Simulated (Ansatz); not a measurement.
Bi$_{2}$Se$_{3}$: stiffness from a series of strains

```
CELL_PARAMETERS angstrom
2.07150 1.19598 9.54533
-2.07150 1.19598 9.54533
0.00000 -2.39196 9.54533
ATOMIC_POSITIONS crystal
Bi 0.40080 0.40080 0.40080
Bi 0.59920 0.59920 0.59920
Se 0.00000 0.00000 0.00000
Se 0.21170 0.21170 0.21170
Se 0.78830 0.78830 0.78830
```

Atoms are numbered in the order listed.

Conventional cell: a = 4.143 Å, b = 4.143 Å, c = 28.636 Å, α = 90.00°, β = 90.00°, γ = 120.00°. Bi (atom 1) is surrounded by 6 Se at 2.85 to 3.07 Å. Se (atom 3) has 6 Bi at 3.07 Å as nearest neighbours. Se (atom 4) has 3 Bi at 2.85 Å as nearest neighbours.

The cell is COD entry 9011965, as deposited and not checked against the literature; nothing was relaxed.

No spin–orbit coupling, which matters for the heavy atoms here.

The calculation used DFT, PBE, all-electron LAPW, scalar-relativistic in Ansatz 0.2.0.

The runs use a Γ-centred 6×6×6 k mesh, Fermi–Dirac smearing of 0.03 eV, basis error target 0.5 meV/atom, no spin polarisation.

The strain is applied along the Cartesian axes of the cell as listed (the other components stay zero). Fractional coordinates are held (clamped ions).

σ is the change of stress from the unstrained cell, which is at 2.53 GPa; tension is positive, so slopes are stress–strain coefficients at that pressure.

Only quantities that a quadratic follows smoothly over the whole series are listed; rougher ones are left out.

```tsv
εzz	σzz (GPa)	σxx (GPa)
-0.0300	-2.87	-1.80
-0.0200	-1.89	-1.16
0.0000	0.00	0.00
0.0100	0.91	0.53
0.0200	1.79	1.02
0.0300	2.65	1.48
```

**Question.** Fit the series and read off the stiffness at zero strain.

**Answer.** Least-squares fits y = p0 + p1 x + p2 x² to the rows give σzz (GPa): p1 = 92, p2 = -120; σxx (GPa): p1 = 54.6, p2 = -180. So C33 = 92 GPa and C13 = 55 GPa, for these axes.

**Question.** One run, at εzz = -0.0100, is withheld. Predict its row.

**Answer.** The fits give -0.93, -0.56; the run gave -0.93, -0.56.
